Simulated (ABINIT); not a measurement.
The system is AlN.

```
Al N
1.0
     0.00000    2.03452    2.03452
     2.03452    0.00000    2.03452
     2.03452    2.03452    0.00000
Al N
1 1
Direct
  0.50000 0.50000 0.50000
  0.00000 0.00000 0.00000
```

Measurements of this composition are mostly on another form, of space group No. 186.

Program: ABINIT 10.8.3 (patched build). Alike in all runs: task band structure; potentials or basis JTH PAW PBE v2.0; no spin polarisation; cell as given; k mesh 11 × 11 × 11; cutoff (eV) 844; smearing fermi-dirac 0.05 eV.

Q: Order these runs on this cell by their pressure, lowest first.
A. level BLYP
B. level PBEsol
C. level LDA

A: C (-8.3 GPa), B (-3.4 GPa), A (4.6 GPa).

Caveats: the PAW data sets were made with another functional, which shifts forces and pressure a little.
